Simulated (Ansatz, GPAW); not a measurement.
Pd: programs and potentials compared

```
CELL_PARAMETERS angstrom
0.00000 1.94650 1.94650
1.94650 0.00000 1.94650
1.94650 1.94650 0.00000
ATOMIC_POSITIONS crystal
Pd 0.00000 0.00000 0.00000
```

Alike in all runs: task single point; functional PBE; k mesh 12 × 12 × 12; occupations gaussian, width 0.022 eV; no spin polarisation; no spin-orbit coupling. Pressure is positive in compression and, in plane waves, holds the error of the finite cutoff, which Ansatz's Pulay term estimates and takes out.

| program and potentials | plane-wave cutoff (eV) | notes | band gap (eV) | pressure (GPa) |
| --- | --- | --- | --- | --- |
| Ansatz, Ansatz PAW | 420 | 18 valence electrons an atom on average; Pulay term of +0.07 GPa included | no gap | 6.90 |
| GPAW, GPAW PAW data sets (gpaw-data 1.2.1) | 600 | 16 valence electrons an atom on average | ? | ? |
| Ansatz, all-electron LAPW, scalar-relativistic | - | - | no gap | 6.79 |

Task: Estimate from the other rows what the run with GPAW, GPAW PAW data sets (gpaw-data 1.2.1) gave.

Result: No band gap; pressure 6.85 GPa. The other rows, which needn't bracket it: pressure 6.79 to 6.90.
